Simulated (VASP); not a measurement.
Wanted: the native input for a VASP 6.6.1 run.

| Quantity | Value |
| --- | --- |
| Task | relaxation of the atoms |
| Functional | r2SCAN |
| Potentials or basis | VASP PAW PBE potentials, release 64 (Cu, I) |
| Cutoff | 600 eV |
| k mesh | 8 × 8 × 8 |
| Occupations | gaussian, width 0.03 eV |
| Spin | no spin polarisation |
| Further INCAR settings | ALGO = Normal; EDIFF = 1e-07; IBRION = 2; EDIFFG = -0.01; NSW = 40 |

The structure of CuI (Marshite) lies in POSCAR:

```
CuI                                     
1.0
    0.0000000000      3.0700004226      3.0700004226
    3.0700004226      0.0000000000      3.0700004226
    3.0700004226      3.0700004226      0.0000000000
  Cu              I             
     1     1
Direct
     0.2500000000000000    0.2500000000000000    0.2500000000000000
     0.0000000000000000    0.0000000000000000    0.0000000000000000
```

The cell isn't the ideal one: a relaxed cell with its volume scaled by 1.06.

These files were run (other wordings do the same):

INCAR

```
SYSTEM = CuI
PREC = Accurate
ENCUT = 600
EDIFF = 1E-7
ISMEAR = 0
SIGMA = 0.03
LREAL = .FALSE.
LASPH = .TRUE.
NELM = 80
ALGO = Normal
ISIF = 2
LWAVE = .FALSE.
LCHARG = .FALSE.
METAGGA = R2SCAN
LMIXTAU = .TRUE.
IBRION = 2
NSW = 40
EDIFFG = -0.01
```

KPOINTS

```
Automatic mesh
0
G
  8 8 8
  0 0 0
```

Potentials or basis: VASP PAW PBE potentials, release 64 (Cu, I).

Launch:

```bash
$ cat potpaw_PBE.64/Cu/POTCAR potpaw_PBE.64/I/POTCAR > POTCAR
$ mpirun -np 1 vasp_std > vasp.out
```

Results of the run:

The pressure after relaxing is -2.2 GPa and the band gap on the k mesh is 1.51 eV, direct.

Caveat: the relaxation stopped at its first step, so nothing moved; the PAW data sets were made with another functional, which shifts forces and pressure a little; spin-orbit coupling is left out, which moves the levels of the heavy elements.

Wall time 120 s on 1 thread of Intel(R) Xeon(R) Platinum 8488C (Sapphire Rapids) (shared host), peak memory 0.22 GiB.
